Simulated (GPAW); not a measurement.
# GaN (Fm-3m) in GPAW: convergence with k mesh

Aim: find how far k mesh must go before the results for GaN settle, at PBE. This setting moves, with any that are tied to it; all else stays.

All numbers are computed with GPAW 26.7.0; they aren't measurements. Logs are shortened: lines on timing, memory, paths and dates and some standing lists are left out, and cuts for length are marked. The log counts tension as positive stress, the text compression.

## 1. Starting point

The structure is cubic, space group Fm-3m (No. 225). The conventional cell has a = 4.270 Å, b = 4.270 Å, c = 4.270 Å, α = 90.00°, β = 90.00°, γ = 90.00°. Ga (site symmetry m-3m) has 6 N at 2.14 Å as nearest neighbours. N (site symmetry m-3m) is surrounded by 6 Ga at 2.14 Å.

Measurements of this composition are mostly on another form, of space group No. 186.

## 2. With k mesh 3 × 3 × 3

Input file run.py:

```python
from ase import Atoms
from ase.dft.bandgap import bandgap
from ase.io import write
from ase.units import GPa
from gpaw import GPAW, PW

atoms = Atoms(['Ga', 'N'],
              cell=[[0.0, 2.135235, 2.135235],
                    [2.135235, 0.0, 2.135235],
                    [2.135235, 2.135235, 0.0]],
              scaled_positions=[[0.0, 0.0, 0.0],
                                [0.5, 0.5, 0.5]],
              pbc=True)

calc = GPAW(mode=PW(800),
            xc='PBE',
            kpts={'size': (3, 3, 3), 'gamma': True},
            occupations={'name': 'fermi-dirac', 'width': 0.05},
            nbands=11,
            convergence={'density': 1e-05, 'energy': 1e-05},
            maxiter=100,
            txt='gpaw.txt')
atoms.calc = calc
energy = atoms.get_potential_energy()
forces = atoms.get_forces()
stress = atoms.get_stress()
calc.write('gs.gpw')
write('result.traj', atoms)
print(f'Energy: {energy:.6f} eV')
print('Forces (eV/A):')
print(forces.round(4))
print('Stress (GPa):', (stress / GPa).round(3))
print('Fermi level:', round(calc.get_fermi_level(), 4), 'eV')
print(f'Gap: {bandgap(calc)[0]:.4f} eV, direct: {bandgap(calc, direct=True)[0]:.4f} eV')
```

Potentials or basis: GPAW PAW data sets (gpaw-data 1.2.1), pw.

Run with:

```
> OMP_NUM_THREADS=1 python run.py
```

gpaw.txt:

```text
__  _  _
 | _ |_)|_||  |
 |__||  | ||/\| - 26.7.0

Input parameters:
  mode=PW(ecut=800.0),
  convergence={'density': 1e-05, 'energy': 1e-05},
  kpts=MonkhorstPack(size=(3, 3, 3), gamma=True),
  maxiter=100,
  nbands=11,
  occupations=Occupations(name='fermi-dirac', width=0.05),
  xc=XC(name='PBE')

Diagonalizing LCAO Hamiltonian
Converting LCAO to pw mode

              N

       Ga

Atoms  # Å, Bohr magnetons
|   | symbol |        x |        y |        z |    initial magnetic moments |
|---|--------|----------|----------|----------|-----------------------------|
| 0 |     Ga | 0.000000 | 0.000000 | 0.000000 | ( 0.0000,  0.0000,  0.0000) |
| 1 |      N | 2.135235 | 2.135235 | 2.135235 | ( 0.0000,  0.0000,  0.0000) |

Unit cell  # Å
| periodic |        x |        y |        z |  lengths |    angles |
|----------|----------|----------|----------|----------|-----------|
|      yes | 0.000000 | 2.135235 | 2.135235 | 3.019678 | 60.000000 |
|      yes | 2.135235 | 0.000000 | 2.135235 | 3.019678 | 60.000000 |
|      yes | 2.135235 | 2.135235 | 0.000000 | 3.019678 | 60.000000 |

Number of symmetries: 48
Symmetry operations  # r_c * U_cc + t_c -> r_c
|    | kind |            matrix            |
|----|------|------------------------------|
|  0 |  σ   |  1, 0, 0,  1, 0,-1,  1,-1, 0 |
|  1 |  C2  |  1, 0, 0,  1,-1, 0,  1, 0,-1 |
|  2 |  E   |  1, 0, 0,  0, 1, 0,  0, 0, 1 |
|  3 |  σ   |  1, 0, 0,  0, 0, 1,  0, 1, 0 |
|  4 |  C4  |  1, 0,-1,  1, 0, 0,  1,-1, 0 |
|  5 |  S6  |  1, 0,-1,  1,-1, 0,  1, 0, 0 |
|  6 |  σ   |  1, 0,-1,  0, 1,-1,  0, 0,-1 |
|  7 |  C3  |  1, 0,-1,  0, 0,-1,  0, 1,-1 |
|  8 |  S6  |  1,-1, 0,  1, 0, 0,  1, 0,-1 |
|  9 |  C4  |  1,-1, 0,  1, 0,-1,  1, 0, 0 |
| 10 |  C3  |  1,-1, 0,  0,-1, 1,  0,-1, 0 |
| 11 |  σ   |  1,-1, 0,  0,-1, 0,  0,-1, 1 |
| 12 |  σ   |  0, 1, 0,  1, 0, 0,  0, 0, 1 |
| 13 |  C4  |  0, 1, 0,  0, 1,-1, -1, 1, 0 |
| 14 |  C3  |  0, 1, 0,  0, 0, 1,  1, 0, 0 |
| 15 |  S6  |  0, 1, 0, -1, 1, 0,  0, 1,-1 |
| 16 |  C2  |  0, 1,-1,  1, 0,-1,  0, 0,-1 |
| 17 |  σ   |  0, 1,-1,  0, 1, 0, -1, 1, 0 |
| 18 |  S4  |  0, 1,-1,  0, 0,-1,  1, 0,-1 |
| 19 |  C4  |  0, 1,-1, -1, 1, 0,  0, 1, 0 |
| 20 |  C3  |  0, 0, 1,  1, 0, 0,  0, 1, 0 |
| 21 |  σ   |  0, 0, 1,  0, 1, 0,  1, 0, 0 |
| 22 |  S6  |  0, 0, 1,  0,-1, 1, -1, 0, 1 |
| 23 |  C4  |  0, 0, 1, -1, 0, 1,  0,-1, 1 |
| 24 |  S4  |  0, 0,-1,  1, 0,-1,  0, 1,-1 |
| 25 |  C3  |  0, 0,-1,  0, 1,-1,  1, 0,-1 |
| 26 |  C2  |  0, 0,-1,  0,-1, 0, -1, 0, 0 |
| 27 |  S6  |  0, 0,-1, -1, 0, 0,  0,-1, 0 |
| 28 |  S4  |  0,-1, 1,  1,-1, 0,  0,-1, 0 |
| 29 |  C4  |  0,-1, 1,  0, 0, 1, -1, 0, 1 |
| 30 |  C2  |  0,-1, 1,  0,-1, 0,  1,-1, 0 |
| 31 |  σ   |  0,-1, 1, -1, 0, 1,  0, 0, 1 |
| 32 |  C3  |  0,-1, 0,  1,-1, 0,  0,-1, 1 |
| 33 |  S6  |  0,-1, 0,  0, 0,-1, -1, 0, 0 |
| 34 |  S4  |  0,-1, 0,  0,-1, 1,  1,-1, 0 |
| 35 |  C2  |  0,-1, 0, -1, 0, 0,  0, 0,-1 |
| 36 |  C2  | -1, 1, 0,  0, 1, 0,  0, 1,-1 |
| 37 |  S6  | -1, 1, 0,  0, 1,-1,  0, 1, 0 |
| 38 |  S4  | -1, 1, 0, -1, 0, 1, -1, 0, 0 |
| 39 |  C3  | -1, 1, 0, -1, 0, 0, -1, 0, 1 |
| 40 |  S6  | -1, 0, 1,  0, 0, 1,  0,-1, 1 |
| 41 |  C2  | -1, 0, 1,  0,-1, 1,  0, 0, 1 |
| 42 |  C3  | -1, 0, 1, -1, 1, 0, -1, 0, 0 |
| 43 |  S4  | -1, 0, 1, -1, 0, 0, -1, 1, 0 |
| 44 |  C2  | -1, 0, 0,  0, 0,-1,  0,-1, 0 |
| 45 |  i   | -1, 0, 0,  0,-1, 0,  0, 0,-1 |
| 46 |  σ   | -1, 0, 0, -1, 1, 0, -1, 0, 1 |
| 47 |  C2  | -1, 0, 0, -1, 0, 1, -1, 1, 0 |

BZ-sampling:
  Number of BZ points: 27
  Number of IBZ points: 4

  Monkhorst-Pack size: [3, 3, 3]
  Monkhorst-Pack shift: [0, 0, 0]

K-points  # in reciprocal-cell coordinates
|   |                                coordinates |     weight |
|---|--------------------------------------------|------------|
| 0 | (  0.00000000,   0.00000000,   0.00000000) | 0.03703704 |
| 1 | (  0.33333333,   0.33333333,  -0.33333333) | 0.44444444 |
| 2 | (  0.33333333,   0.33333333,   0.00000000) | 0.22222222 |
| 3 | (  0.33333333,   0.33333333,   0.33333333) | 0.29629630 |

Plane wave coefficients: 1018
Cutoff: 800.0 eV

Spin-components: 1 (collinear spins)
Bands:           11
Projectors:      10
Spin-degeneracy: 2
Datatype:        complex128

Parallelization:
  kpt:    1
  domain: 1
  band:   1

Density:
  Valence electrons: 8.0
  Components: 1
  Grid points: [20 20 20]
  Charge: 0.0  # |e|

Potential:
  Grid points: [20 20 20]

species:
  Ga:
    name:    Gallium
    Z:       31.0
    valence: 3
    core:    28
    charge:  0.0  # [|e|]
    compensation charges:
      type: gauss
      rc: 0.37  # [Å]
      lmax: 2
    cutoffs:
      filter: 2.06  # [Å]
      core: 4.17  # [Å]
    projectors
    | kind |    occ | energy [eV] | rcut [Å] |
    |------|--------|-------------|----------|
    |   4s |  2.000 |      -8.945 |    1.164 |
    |   4p |  1.000 |      -2.580 |    1.164 |
    |    s |        |      18.266 |    1.164 |
    |    p |        |      24.631 |    1.164 |
    |    d |        |       0.000 |    1.164 |

    Using partial waves for Ga as LCAO basis

  N:
    name:    Nitrogen
    Z:       7.0
    valence: 5
    core:    2
    charge:  0.0  # [|e|]
    compensation charges:
      type: gauss
      rc: 0.18  # [Å]
      lmax: 2
    cutoffs:
      filter: 1.11  # [Å]
      core: 0.96  # [Å]
    projectors
    | kind |    occ | energy [eV] | rcut [Å] |
    |------|--------|-------------|----------|
    |   2s |  2.000 |     -18.583 |    0.603 |
    |   2p |  3.000 |      -7.089 |    0.529 |
    |    s |        |       8.629 |    0.603 |
    |    p |        |      20.123 |    0.529 |
    |    d |        |       0.000 |    0.577 |

    Using partial waves for N as LCAO basis

Reference energy: -54366.393033  # eV

eigensolver:
  PPCG
  Converge bands: occupied
  niter=2

density mixing:
  MSR1-Mixer
  Pratt-step length: 0.05
  Maximum mixing coefficient: 0.75
  Old densities: 10
  SVD Regularization: 0.005
  Good broyden scale: 1.0
  Trust region scale: 1.0
  Backstep threshold: 4.0
  History deletion threshold: 6.0
  Fourier metric: weight=20.0, sigma=0.015

occupation numbers:
  Fermi-Dirac:
    width: 0.0500  # eV

poisson solver:
  ecut: 6400.0  # eV

xc functional:
  name: PBE with 2 nearest neighbor stencil

convergence criteria:
- Maximum integral of absolute [dens]ity change: 1e-05 electrons / valence electron
- Maximum [total energy] change in last 3 cyles: 1e-05 eV / valence electron
- Maximum integral of absolute [eigenst]ate change: 4e-08 eV^2 / valence electron
maximum number of iterations: 100

SCF iterations
|iter     | |      energy | eigst |  dens |
|---------|-|-------------|-------|-------|
|iter:   1| |  -12.748510 | -0.19 |       |
|iter:   2| |  -12.258079 | -2.01 | -0.57 |
|iter:   3| |  -10.814956 | -0.80 | -0.62 |
|iter:   4| |  -10.812101 | -3.10 | -1.27 |
|iter:   5| |  -10.813041 | -3.70 | -1.57 |
|iter:   6| |  -10.813078 | -5.78 | -2.81 |
|iter:   7| |  -10.813086c| -6.22 | -3.20 |
|iter:   8| |  -10.813086c| -8.49c| -4.41 |
|iter:   9| |  -10.813086c| -8.05c| -4.91 |
|iter:  10| |  -10.813086c| -9.21c| -5.89c|

Converged in 10 steps
Energy contributions relative to reference atoms: (reference = -54366.393033)

Energy contributions:
  Kinetic:          19.458993
  Coulomb:         -14.672002
  Zero:              0.149786
  External:          0.000000
  Xc:              -15.749863
  Entropy:          -0.000000
  Spinorbit:         0.000000
  ----------------------------
  Free energy:     -10.813086
  Extrapolated:    -10.813086

dipole moment: (-10.719776, -10.719776, -10.719776)  # |e|*Ang

Fermi level: 9.947
Eigenvalues  # (at kpt = [0.000, 0.000, 0.000])
| band index |      eig [eV] | occ [0-2] |
|------------|---------------|-----------|
|          0 |        -7.954 |     2.000 |
|          1 |         8.715 |     2.000 |
|          2 |         8.715 |     2.000 |
|          3 |         8.715 |     2.000 |
|          4 |        10.948 |     0.000 |
|          5 |        22.709 |     0.000 |
|          6 |        22.709 |     0.000 |
|          7 |        22.709 |     0.000 |
|          8 |        24.266 |     0.000 |
|          9 |        24.266 |     0.000 |
|         10 |        24.266 |     0.000 |

Gap: 2.111 eV
Transition (v -> c):
  (s=0, k=3, n=3, [0.33, 0.33, 0.33]) -> (s=0, k=0, n=4, [0.00, 0.00, 0.00])
Direct/indirect transitions are different
Direct gap: 2.233 eV
Transition at: (s=0, k=0, n=3, [0.00, 0.00, 0.00])

Forces  # eV/Ang
|       x |        y |        z |
|---------|----------|----------|
| 0.00000 | -0.00000 |  0.00000 |  # Ga   0
| 0.00000 |  0.00000 | -0.00000 |  # N    1

Stress tensor  # eV/Ang^3
|         x |         y |         z |
|-----------|-----------|-----------|
| -0.007559 | -0.000000 | -0.000000 |
| -0.000000 | -0.007559 |  0.000000 |
| -0.000000 |  0.000000 | -0.007559 |

# Writing to gs.gpw (mode='')
```

It took 2.1 s on 1 thread of Arm Neoverse V2, shared host; peak memory 0.13 GiB.

What came out:

```
Free energy            : -10.8131 eV
Pressure               : 1.2 GPa
Band gap on the k mesh : 2.11 eV, indirect (least direct gap 2.23 eV)
```

## 3. With k mesh 4 × 4 × 4

run.py: that of step 2 with these lines changed.

```diff
@@ -16,3 +16,3 @@
             xc='PBE',
-            kpts={'size': (3, 3, 3), 'gamma': True},
+            kpts={'size': (4, 4, 4), 'gamma': True},
             occupations={'name': 'fermi-dirac', 'width': 0.05},
```

Potentials or basis: GPAW PAW data sets (gpaw-data 1.2.1), pw.

Run with:

```
> OMP_NUM_THREADS=1 python run.py
```

Run time: 2.6 s. Hardware: 1 thread of Arm Neoverse V2, shared host; peak memory 0.13 GiB.

What came out:

* Free energy: -11.2080 eV
* Pressure: 1.1 GPa
* Band gap on the k mesh: 0.53 eV, indirect (least direct gap 2.30 eV)

## 4. With k mesh 5 × 5 × 5

run.py: that of step 3 with these lines changed.

```diff
@@ -16,3 +16,3 @@
             xc='PBE',
-            kpts={'size': (4, 4, 4), 'gamma': True},
+            kpts={'size': (5, 5, 5), 'gamma': True},
             occupations={'name': 'fermi-dirac', 'width': 0.05},
```

Run with:

```
> OMP_NUM_THREADS=1 python run.py
```

Wall time 2.9 s (1 thread of Arm Neoverse V2, shared host); peak memory 0.13 GiB.

Results:

| Item | Value |
| --- | --- |
| Free energy | -11.3105 eV |
| Pressure | 1.4 GPa |
| Band gap on the k mesh | 1.16 eV, indirect (least direct gap 2.32 eV) |

## 5. With k mesh 6 × 6 × 6

run.py: that of step 4 with these lines changed.

```diff
@@ -16,3 +16,3 @@
             xc='PBE',
-            kpts={'size': (5, 5, 5), 'gamma': True},
+            kpts={'size': (6, 6, 6), 'gamma': True},
             occupations={'name': 'fermi-dirac', 'width': 0.05},
```

Run with:

```
> OMP_NUM_THREADS=1 python run.py
```

Wall time 3.7 s (1 thread of Arm Neoverse V2, shared host); peak memory 0.13 GiB.

The run converged. Its results:

```
Free energy            : -11.3396 eV
Pressure               : 1.7 GPa
Band gap on the k mesh : 0.39 eV, indirect (least direct gap 2.33 eV)
```

## 6. With k mesh 7 × 7 × 7

run.py: that of step 5 with these lines changed.

```diff
@@ -16,3 +16,3 @@
             xc='PBE',
-            kpts={'size': (6, 6, 6), 'gamma': True},
+            kpts={'size': (7, 7, 7), 'gamma': True},
             occupations={'name': 'fermi-dirac', 'width': 0.05},
```

Potentials or basis: GPAW PAW data sets (gpaw-data 1.2.1), pw.

Run with:

```
> OMP_NUM_THREADS=1 python run.py
```

Run time: 4.2 s. Hardware: 1 thread of Arm Neoverse V2, shared host; peak memory 0.13 GiB.

The run converged. Its results:

| Property | Result |
| --- | --- |
| Free energy | -11.3484 eV |
| Pressure | 1.7 GPa |
| Band gap on the k mesh | 0.81 eV, indirect (least direct gap 2.33 eV) |

## 7. With k mesh 8 × 8 × 8

run.py: that of step 6 with these lines changed.

```diff
@@ -16,3 +16,3 @@
             xc='PBE',
-            kpts={'size': (7, 7, 7), 'gamma': True},
+            kpts={'size': (8, 8, 8), 'gamma': True},
             occupations={'name': 'fermi-dirac', 'width': 0.05},
```

Run with:

```
> OMP_NUM_THREADS=1 python run.py
```

Wall time 5.3 s (1 thread of Arm Neoverse V2, shared host); peak memory 0.13 GiB.

The run converged. Its results:

- Free energy: -11.3517 eV
- Pressure: 1.8 GPa
- Band gap on the k mesh: 0.44 eV, indirect (least direct gap 2.34 eV)

## 8. With k mesh 10 × 10 × 10

run.py: that of step 7 with these lines changed.

```diff
@@ -16,3 +16,3 @@
             xc='PBE',
-            kpts={'size': (8, 8, 8), 'gamma': True},
+            kpts={'size': (10, 10, 10), 'gamma': True},
             occupations={'name': 'fermi-dirac', 'width': 0.05},
```

Run with:

```
> OMP_NUM_THREADS=1 python run.py
```

Wall time 7.4 s (1 thread of Arm Neoverse V2, shared host); peak memory 0.14 GiB.

It converged, with:

| Property | Result |
| --- | --- |
| Free energy | -11.3534 eV |
| Pressure | 1.8 GPa |
| Band gap on the k mesh | 0.46 eV, indirect (least direct gap 2.34 eV) |

## 9. With k mesh 12 × 12 × 12

run.py: that of step 8 with these lines changed.

```diff
@@ -16,3 +16,3 @@
             xc='PBE',
-            kpts={'size': (10, 10, 10), 'gamma': True},
+            kpts={'size': (12, 12, 12), 'gamma': True},
             occupations={'name': 'fermi-dirac', 'width': 0.05},
```

Potentials or basis: GPAW PAW data sets (gpaw-data 1.2.1), pw.

Run with:

```
> OMP_NUM_THREADS=1 python run.py
```

It took 10 s on 1 thread of Arm Neoverse V2, shared host; peak memory 0.15 GiB.

Results (log left out):

| Quantity | Value |
| --- | --- |
| Free energy | -11.3536 eV |
| Pressure | 1.8 GPa |
| Band gap on the k mesh | 0.40 eV, indirect (least direct gap 2.34 eV) |

## 10. With k mesh 14 × 14 × 14

run.py: that of step 9 with these lines changed.

```diff
@@ -16,3 +16,3 @@
             xc='PBE',
-            kpts={'size': (12, 12, 12), 'gamma': True},
+            kpts={'size': (14, 14, 14), 'gamma': True},
             occupations={'name': 'fermi-dirac', 'width': 0.05},
```

Run with:

```
> OMP_NUM_THREADS=1 python run.py
```

Run time: 14 s. Hardware: 1 thread of Arm Neoverse V2, shared host; peak memory 0.17 GiB.

It converged, with:

```
Free energy            : -11.3536 eV
Pressure               : 1.8 GPa
Band gap on the k mesh : 0.42 eV, indirect (least direct gap 2.34 eV)
```

## 11. Summary

| k mesh | energy less the tightest run, at zero smearing (meV/atom) | pressure (GPa) | gap on the mesh (eV) | SCF cycles | CPU time (s) | peak memory (GiB) |
| --- | --- | --- | --- | --- | --- | --- |
| 3 × 3 × 3 | 270.25 | 1.21 | 2.111 | 10 | 2.1 | 0.13 |
| 4 × 4 × 4 | 72.94 | 1.06 | 0.529 | 10 | 2.6 | 0.13 |
| 5 × 5 × 5 | 21.55 | 1.40 | 1.156 | 10 | 2.9 | 0.13 |
| 6 × 6 × 6 | 7.15 | 1.65 | 0.391 | 10 | 3.6 | 0.13 |
| 7 × 7 × 7 | 2.58 | 1.69 | 0.808 | 10 | 4.2 | 0.13 |
| 8 × 8 × 8 | 0.98 | 1.77 | 0.443 | 10 | 5.3 | 0.13 |
| 10 × 10 × 10 | 0.15 | 1.80 | 0.457 | 10 | 7.4 | 0.14 |
| 12 × 12 × 12 | 0.03 | 1.80 | 0.404 | 10 | 10 | 0.15 |
| 14 × 14 × 14 | 0.00 | 1.80 | 0.418 | 10 | 14 | 0.17 |

Against the tightest run, the energy stays within 1 meV/atom from 8 × 8 × 8 on; the pressure stays within 0.1 GPa from 8 × 8 × 8 on. Not settled before the last step: the gap on the mesh (to 0.01 eV). Meshes of other sizes hit other points, so gaps and Fermi surfaces needn't settle smoothly. The tightest run that finished is the yardstick and may itself not be fully converged.
